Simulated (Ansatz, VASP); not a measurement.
**K (K wire along [100], 2 atoms a period): VASP beside Ansatz**

One calculation is typed for both programs; each brings its own data sets. How far apart do they land? The structure shown is the start of the Ansatz relaxation below; VASP solves that cell, so the two are compared at the walk's first step.

Program: Ansatz 0.2.0. Level of theory: plane waves, with VASP 6.6.1 beside it; single point at PBE. Results are calculated unless marked as measured.

## Step 1: The structure

The cell holds 2 atoms: 2 K. Its edges and angles: a = 9.440 Å, b = 9.440 Å, c = 5.280 Å, α = 90.0°, β = 90.0°, γ = 90.0°. Vacuum lies along a and b. The structure's axis is c.

## Step 2: Ansatz: relaxation, PBE

Ansatz runs on its default PAW (the set named soft_2) files.

The two programs are compared at the cell with which this relaxation starts, whose forces are those of its first step.

The input, input.yaml:

```yaml
crystal:
  lattice:
    - [9.44, 0.0, 0.0]
    - [0.0, 9.44, 0.0]
    - [0.0, 0.0, 5.28]
  atoms:
    - { symbol: K, position: [0.360169492, 0.360169492, 0.0] }
    - { symbol: K, position: [0.639830508, 0.639830508, 0.5] }
kpoints:
  mp_grid: { grid: [1, 1, 16] }
scf:
  occupations: { method: fermi_dirac, width: 0.05 }
hamiltonian:
  xc: pbe
relax:
  cell: { fix: [a, b, alpha, beta, gamma] }
  max_steps: 60
```

Started as:

```sh
$ ansatz run input.yaml --threads 8 --pin off --max-ram 16384MiB --backend cpu --events-out ev --progress --plain --runs-dir out
```

Numbers of over 12 decimals in the logs are rounded to 6 here.

Output:

```text
Engine: ansatz 0.2.0, aarch64-unknown-linux-gnu
Pseudopotentials: kind: paw
Pseudopotential: K, paw, valence charge 9, recommended cutoff 420 eV (normal), K.paw.azcp
Functional definition: PBE
  parameter kappa = 0.804
  parameter beta = 0.066725
  exchange = pbe_x(kappa = kappa, mu = beta*pi^2/3)
  correlation = pbe_c(beta = beta)
Crystal: 2 atoms, lattice volume = 470.520 Å³
Basis set: ecut = 420 eV, 9169 PW (Γ), exchange–correlation on 128×128×72 points (8 copies of the dense FFT grid, shifted against one another)
Bands: 13, of which v1, the nominal top of the filled ones, is band 9 counted from 1 (8 counted from 0)
Symmetry: 8 space group operations
Space group: Cmcm (ITA 63), of the structure as read, at distance tolerance 7.8e-5 Å
k-points: 9 of 16
Non-local potential: K, projectors of the file, l = 0: 3, l = 1: 2, l = 2: 2
PAW form: soft (Blöchl's): semilocal exchange-correlation on the pseudo side does not see the compensation charge
PAW one-centre angular grid: K, 110 points (default); XC on 64 Gauss nodes
Initial density: superposition of atomic densities (neutral atoms: chi_scale 0, normalization atom), corrected by the library's trained network
Initial wavefunctions: pseudopotential atomic-orbital guess
Functional: x = pbe(κ = 0.804, μ = 0.219515), c = pbe(β = 0.066725)
SCF iter   1: F=—  HF=-3074.931467 eV  |F-HF|=—  |Δ(HF+E_count)|=         —  Δρ=7.14e-4  dr2=1.89e-2  ethr=1.77e-3  ⟨swp⟩=6.6  Hψ=752  notcnv=0
preconditioner: auto → LDOS  [insulator: Δε(μ)=0.318 eV  Ē_g=1.892 eV  σ=0.050 eV  W_gap=0.77  n_scr=38 (ndim 8)  ℏωp=2.4 eV  f_vac=0.463  D(μ)=2.10/eV (n_scr^D=4)  ε∞_Penn≈2.6  β→1.0]
SCF iter   2: F=—  HF=-3074.940919 eV  |F-HF|=—  |Δ(HF+E_count)|=   9.45e-3  Δρ=3.90e-4  dr2=4.88e-3  ethr=1.05e-4  ⟨swp⟩=3.0  Hψ=244  notcnv=0
SCF iter   3: F=—  HF=-3074.942528 eV  |F-HF|=—  |Δ(HF+E_count)|=   1.61e-3  Δρ=2.13e-4  dr2=3.23e-4  ethr=2.71e-5  ⟨swp⟩=2.0  Hψ=162  notcnv=0
SCF iter   4: F=—  HF=-3074.942846 eV  |F-HF|=—  |Δ(HF+E_count)|=   3.17e-4  Δρ=1.34e-4  dr2=9.17e-5  ethr=1.80e-6  ⟨swp⟩=2.0  Hψ=204  notcnv=0
SCF iter   5: F=—  HF=-3074.942901 eV  |F-HF|=—  |Δ(HF+E_count)|=   5.58e-5  Δρ=3.02e-5  dr2=7.19e-6  ethr=5.09e-7  ⟨swp⟩=2.0  Hψ=186  notcnv=0
SCF iter   6: F=—  HF=-3074.942909 eV  |F-HF|=—  |Δ(HF+E_count)|=   7.44e-6  Δρ=1.81e-5  dr2=1.79e-6  ethr=3.99e-8  ⟨swp⟩=2.0  Hψ=187  notcnv=0
SCF iter   7: F=-3074.942909 eV  HF=-3074.942909 eV  |F-HF|=1.43e-7  |Δ(HF+E_count)|=   1.27e-7  Δρ=2.09e-6  dr2=6.39e-8  ethr=5.56e-10  ⟨swp⟩=3.4  Hψ=512  notcnv=0
SCF 1 converged in 7 iterations: F = -3074.942909 eV  dr2 = 6.39e-8
  greatest PAW one-centre occupation: 0.988 electrons in one spin orbital (limit 2), on the K atom at site 1 (counted from 0), in its partial waves of l = 0
relax step   1: F+E_penalty+E_count = -3074.94290912 eV  Δ(F+E_penalty+E_count) = +0.000e0 eV  max|allowed force component| = 3.211e-2 eV/Å  Δτ_max = 0.0000 Å  P = -0.235 GPa  Ω = 470.520 Å³  fix = [a, b, alpha, beta, gamma]  reactions: a -0.337, b -0.337 GPa; gamma -0.006 GPa/rad  (7 SCF iters, dr2 threshold 1.00e-7 eV, accepted)
[...]
relax step   2: F+E_penalty+E_count = -3074.94348678 eV  Δ(F+E_penalty+E_count) = -5.777e-4 eV  max|allowed force component| = 3.012e-2 eV/Å  Δτ_max = 0.0065 Å  P = -0.232 GPa  Ω = 470.465 Å³  energy of the carried Pulay correction = +4.687e-8 eV  fix = [a, b, alpha, beta, gamma]  reactions: a -0.335, b -0.335 GPa; gamma -0.008 GPa/rad  (4 SCF iters, dr2 threshold 6.45e-8 eV, accepted)
[...]
relax step   3: F+E_penalty+E_count = -3074.94713217 eV  Δ(F+E_penalty+E_count) = -3.645e-3 eV  max|allowed force component| = 6.121e-3 eV/Å  Δτ_max = 0.0988 Å  P = -0.188 GPa  Ω = 470.378 Å³  energy of the carried Pulay correction = +1.202e-7 eV  fix = [a, b, alpha, beta, gamma]  reactions: a -0.291, b -0.291 GPa; gamma -0.038 GPa/rad  (6 SCF iters, dr2 threshold 5.67e-8 eV, accepted)
[...]
relax step   4: F+E_penalty+E_count = -3074.94729053 eV  Δ(F+E_penalty+E_count) = -1.584e-4 eV  max|allowed force component| = 8.616e-4 eV/Å  Δτ_max = 0.0154 Å  P = -0.196 GPa  Ω = 470.877 Å³  energy of the carried Pulay correction = -3.035e-7 eV  fix = [a, b, alpha, beta, gamma]  reactions: a -0.299, b -0.299 GPa; gamma -0.032 GPa/rad  (7 SCF iters, accepted)
[...]
relax step   5: F+E_penalty+E_count = -3074.94729069 eV  Δ(F+E_penalty+E_count) = -1.639e-7 eV  max|allowed force component| = 8.618e-4 eV/Å  Δτ_max = 0.0000 Å  P = -0.196 GPa  Ω = 470.877 Å³  fix = [a, b, alpha, beta, gamma]  reactions: a -0.299, b -0.299 GPa; gamma -0.032 GPa/rad  stress off target by 1.03e-2 GPa on what of the cell is left free  SCF on the basis re-selected at this cell (its energy is not comparable with the rows above)  (6 SCF iters)
basis re-selected at this cell: Δ(F+E_penalty+E_count) = -1.639e-7 eV, ΔP = +0.000 GPa vs the last step (what re-selecting the basis moved, of the pressure what is left beyond the Pulay correction that the steps carried, after the strain that the cell walked since its last selection, with what the two solves' SCF thresholds leave and, on support functions, any second-order correction that the steps lacked; it is no m [...]
SCF converged after 6 iterations
Free energy (F): -3074.947291 eV
Harris-Foulkes:  -3074.947291 eV  (|F-HF|=1.36e-12)
Internal energy: -3074.933652 eV  (E = F + TS)
E sigma→0 (E₀):  -3074.940471 eV
Entropy (-TS):   -0.013638 eV (-6.819 meV/atom)
Fermi energy:    -0.625163 eV
--- Per-component energies (eV) ---
  E_band       = -342.890474
  E_kinetic    = 502.738908
  E_local      = -2183.744409  (includes V_loc(G=0)·N_el)
  E_nonlocal   = 25.888257
  E_hartree    = 847.131076
  E_xc         = -266.170860
  E_vxc        = -324.304562  (∫ρ·V_xc dr)
  E_paw        = -1563.642948  (= ΣΔE_a)
  E_vpaw       = -57.730746  (= ΣTr[D̂ρ^β])
  E_aug_tail   = -0.000007  (compensation charges beyond the density's cutoff)
  E_ewald      = -437.133669
  E_smearing   = -0.013638  (= −TS)
  E_closure    = 0.000000  (closes the sum)
  Σ components = -3074.947291   (vs F -3074.947291, Δ=0.00e0)
--- Forces (eV/Å), atoms counted from 1 ---
  atom   1  K      0.00086183     0.00086183     0.00000000
  atom   2  K     -0.00086183    -0.00086183     0.00000000
  max |Σ_I F_I| component: 2.17e-19 eV/Å
--- Stress (GPa, compression-positive) ---
       -0.299424       0.032481       0.000000
        0.032481      -0.299424       0.000000
        0.000000       0.000000       0.010301
  P = ⅓ Tr σ = -0.1962 GPa (-1.962 kbar)
--- Relaxed structure (4 steps of the walk, 4 accepted, 1 SCFs on fresh bases) ---
  F+E_penalty+E_count = -3074.94729069 eV   max|allowed force component| = 8.618e-4 eV/Å   (the final SCF, on the basis selected at the relaxed cell)
  cell:  # Å, volume = 470.8770 Å³
    - [9.44, 0, 0.0]
    - [0, 9.44, 0.0]
    - [0.0, 0.0, 5.284008]
  atoms:
    - { symbol: K, position: [0.366902, 0.366902, 0.0] }
    - { symbol: K, position: [0.633098, 0.633098, 0.5] }
```

## Step 3: VASP: single point, PBE, start cell

The same cell, functional, mesh and smearing now go to VASP, with its own data sets.

Lines of VASP's logs that name or quote its potential files are left out, and so is its time.

The input, INCAR:

```
SYSTEM = K
PREC = Accurate
ENCUT = 400
EDIFF = 1E-06
NELM = 120
ISMEAR = -1
SIGMA = 0.05
LREAL = .FALSE.
ALGO = Normal
GGA = PE
NBANDS = 15
LORBIT = 11
LWAVE = .FALSE.
LCHARG = .FALSE.
ISIF = 2
LASPH = .TRUE.
GGA_COMPAT = .FALSE.
```

The input, POSCAR:

```
K
1.0
    9.4400000000      0.0000000000      0.0000000000
    0.0000000000      9.4400000000      0.0000000000
    0.0000000000      0.0000000000      5.2800000000
K
2
Direct
    0.3601694915      0.3601694915      0.0000000000
    0.6398305085      0.6398305085      0.5000000000
```

The input, KPOINTS:

```
Automatic mesh
0
Gamma
1 1 16
0 0 0
```

The projector-augmented-wave data sets are K_sv (PBE family, release 64).

Started as:

```sh
$ mpirun -np 1 vasp_std
```

Output:

```text
[banner, memory and clock lines left out]
running    1 mpi-ranks, on    1 nodes
 distrk:  each k-point on    1 cores,    1 groups
 distr:  one band on    1 cores,    1 groups

 POSCAR found type information on POSCAR K
 POSCAR found :  1 types and       2 ions
 LDA part: xc-table for (Slater+PW92), standard interpolation
 POSCAR, INCAR and KPOINTS ok, starting setup
 FFT: planning ... GRIDC
 FFT: planning ... GRID_SOFT
 FFT: planning ... GRID
 WAVECAR not read
 entering main loop
       N       E                     dE             d eps       ncg     rms          rms(c)
DAV:   1     0.692806861342E+02    0.69281E+02   -0.65279E+03   382   0.654E+02
DAV:   2     0.593923253676E+01   -0.63341E+02   -0.62669E+02   333   0.178E+02
DAV:   3    -0.989933754186E+00   -0.69292E+01   -0.69155E+01   487   0.368E+01
DAV:   4    -0.151005727220E+01   -0.52012E+00   -0.52007E+00   400   0.799E+00
DAV:   5    -0.151381661148E+01   -0.37593E-02   -0.37592E-02   436   0.819E-01    0.194E+00
DAV:   6    -0.148605308138E+01    0.27764E-01   -0.50913E-02   347   0.111E+00    0.108E+00
DAV:   7    -0.146775606497E+01    0.18297E-01   -0.10531E-01   319   0.115E+00    0.223E-01
DAV:   8    -0.146868880672E+01   -0.93274E-03   -0.55880E-03   354   0.610E-01    0.739E-02
DAV:   9    -0.146921942273E+01   -0.53062E-03   -0.34522E-03   354   0.215E-01    0.621E-02
DAV:  10    -0.146970338818E+01   -0.48397E-03   -0.58127E-04   361   0.156E-01    0.199E-02
DAV:  11    -0.146991131865E+01   -0.20793E-03   -0.16851E-04   382   0.818E-02    0.167E-02
DAV:  12    -0.147015170720E+01   -0.24039E-03   -0.46238E-04   312   0.568E-02    0.784E-03
DAV:  13    -0.147019448676E+01   -0.42780E-04   -0.55751E-05   333   0.300E-02    0.381E-03
DAV:  14    -0.147021353842E+01   -0.19052E-04   -0.34288E-05   212   0.134E-02    0.295E-03
DAV:  15    -0.147022068185E+01   -0.71434E-05   -0.27555E-05   212   0.111E-02    0.109E-03
DAV:  16    -0.147022098179E+01   -0.29994E-06   -0.52085E-07   296   0.525E-03
   1 F= -.14702210E+01 E0= -.14623561E+01  d E =-.157297E-01
```

OUTCAR, selected parts (step 3):

```text
ion  position               nearest neighbor table
   1  0.360  0.360  0.000-
   2  0.640  0.640  0.500-

  LATTYP: Found a simple tetragonal cell.
 ALAT       =     9.4400000000
 C/A-ratio  =     0.5593220339

 Subroutine GETGRP returns: Found  8 space group operations
 (whereof  4 operations were pure point group operations)

The static configuration has the point symmetry C_2v.
 The point group associated with its full space group is D_2h.

 Found      9 irreducible k-points:

   k-points           NKPTS =      9   k-points in BZ     NKDIM =      9   number of bands    NBANDS=     15

   dimension x,y,z NGX =    64 NGY =   64 NGZ =   36
   dimension x,y,z NGXF=   128 NGYF=  128 NGZF=   72

   ENCUT  =  400.0 eV  29.40 Ry    5.42 a.u.  15.39 15.39  8.61*2*pi/ulx,y,z

   NELECT =      18.0000    total number of electrons

 k-points in reciprocal lattice and weights: Automatic mesh
   0.00000000  0.00000000  0.00000000       0.062
   0.00000000  0.00000000  0.06250000       0.125
   0.00000000  0.00000000  0.12500000       0.125
   0.00000000  0.00000000  0.18750000       0.125
   0.00000000  0.00000000  0.25000000       0.125
   0.00000000  0.00000000  0.31250000       0.125
   0.00000000  0.00000000  0.37500000       0.125
   0.00000000  0.00000000  0.43750000       0.125
   0.00000000  0.00000000  0.50000000       0.062

 average (electrostatic) potential at core
       1 -41.5700       2 -41.5700

 E-fermi :  -1.2179

 k-point     1 :       0.0000    0.0000    0.0000
  band No.  band energies     occupation
    ...
      5     -17.7368      2.00000
      6     -17.7142      2.00000
      7     -17.7129      2.00000
      8     -17.7015      2.00000
      9      -2.6072      2.00000
     10      -1.1228      0.25987
     11      -0.4452      0.00000
     12      -0.3483      0.00000
     13      -0.3191      0.00000
     14       0.8463      0.00000
    ...

 k-point     2 :       0.0000    0.0000    0.0625
  band No.  band energies     occupation
    ...
      5     -17.7368      2.00000
      6     -17.7160      2.00000
      7     -17.7115      2.00000
      8     -17.7018      2.00000
      9      -2.5836      2.00000
     10      -1.0982      0.16728
     11      -0.4277      0.00000
     12      -0.3312      0.00000
     13      -0.3010      0.00000
     14       0.8381      0.00000
    ...

 k-point     3 :       0.0000    0.0000    0.1250
  band No.  band energies     occupation
    ...
      5     -17.7368      2.00000
      6     -17.7187      2.00000
      7     -17.7101      2.00000
      8     -17.7028      2.00000
      9      -2.5131      2.00000
     10      -1.0248      0.04120
     11      -0.3756      0.00000
     12      -0.2800      0.00000
     13      -0.2469      0.00000
     14       0.7850      0.00000
    ...

  Total       -1.0001158     -1.0001158     -0.0957833      0.0190206      0.0000000      0.0000000
  in kB       -3.4055163     -3.4055163     -0.3261538      0.0647676      0.0000000      0.0000000
  external PRESSURE =      -2.3790621 kB  Pullay stress =       0.0000000 kB

  energy-cutoff  :      400.00
  volume of cell :      470.52
      direct lattice vectors                 reciprocal lattice vectors
     9.440000000  0.000000000  0.000000000     0.105932203  0.000000000  0.000000000
     0.000000000  9.440000000  0.000000000     0.000000000  0.105932203  0.000000000
     0.000000000  0.000000000  5.280000000     0.000000000  0.000000000  0.189393939

 POSITION                                       TOTAL-FORCE (eV/Angst)
 -----------------------------------------------------------------------------------
      3.40000      3.40000      0.00000         0.031909      0.031909      0.000000
      6.04000      6.04000      2.64000        -0.031909     -0.031909      0.000000
 -----------------------------------------------------------------------------------
    total drift:                                0.000000      0.000000      0.000000

  FREE ENERGIE OF THE ION-ELECTRON SYSTEM (eV)
  ---------------------------------------------------
  free  energy   TOTEN  =        -1.4702209818 eV

  energy  without entropy=       -1.4544912906  energy(sigma->0) =       -1.46235614

 total charge
# of ion       s       p       d       tot
------------------------------------------
    1        1.980   5.545   0.002   7.526
    2        1.980   5.545   0.002   7.526
--------------------------------------------------
tot          3.959  11.090   0.003  15.052

[... 3 further parts left out ...]
```

## Step 4: Comparison

Known differences besides the potentials themselves: the cutoff is 420 eV in Ansatz and 400 eV in VASP. Total energies have different zeros and are not compared.

Forces (eV/Å; atoms numbered as in POSCAR):

```tsv
atom	Ansatz x, y, z	VASP x, y, z
K1	0.032, 0.032, 0.000	0.032, 0.032, 0.000
K2	-0.032, -0.032, 0.000	-0.032, -0.032, 0.000
```

The forces differ by 0.2 meV/Å r.m.s., which is 0.7 % of the r.m.s. force of 0.026 eV/Å (both taken over all components).

## Step 5: Results

```json
{
 "r.m.s. force difference (single point, PBE, start cell)": "0.17 meV/Å"
}
```

In words: The r.m.s. force difference is 0.17 meV/Å (single point, PBE, start cell), within the 12 meV/Å picked in this series as the mark of a large difference. 1 further run of this series is not shown here. Such differences can come from data sets, numerical settings and the points named under the comparisons, not from the functional's error against experiment.

[Lines on the potential files, build, host, timing and source positions are cut from VASP's logs without a mark.]

[Logs are printed without paths, hosts, clocks, repeated set-up lines and the standing remarks that a program may print on its own settings, such as how far it seeks lower states.]

[Hosts, paths, dates, database ids (printed as entryN), source tags and the programs' standing remarks are cut or masked in the printed files.]
